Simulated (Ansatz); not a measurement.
A: GaSb (zinc blende), a = b = c = 6.132 Å, α = β = γ = 90.00°
B: LiI (rock salt), a = b = c = 6.018 Å, α = β = γ = 90.00°
C: InP (zinc blende), a = b = c = 5.9068 Å, α = β = γ = 90.00°

Scan: energy against volume (even scaling of the relaxed cell, symmetry kept). One method and one kind of scan serve all of them; meshes and ranges differ. All were relaxed with their symmetry unable to fall. Spin-orbit coupling is left out.

### Question
Order them by bulk modulus (fitted) (lowest first) at the level r2SCAN (plane waves to 500 eV, PAW, scalar-relativistic; Ansatz, a first-principles code).

### Answer
B (20.8 GPa), A (53.1 GPa), C (68.0 GPa)

(Under strain, the slope of the energy per volume gives the stress and its curvature an elastic modulus.)
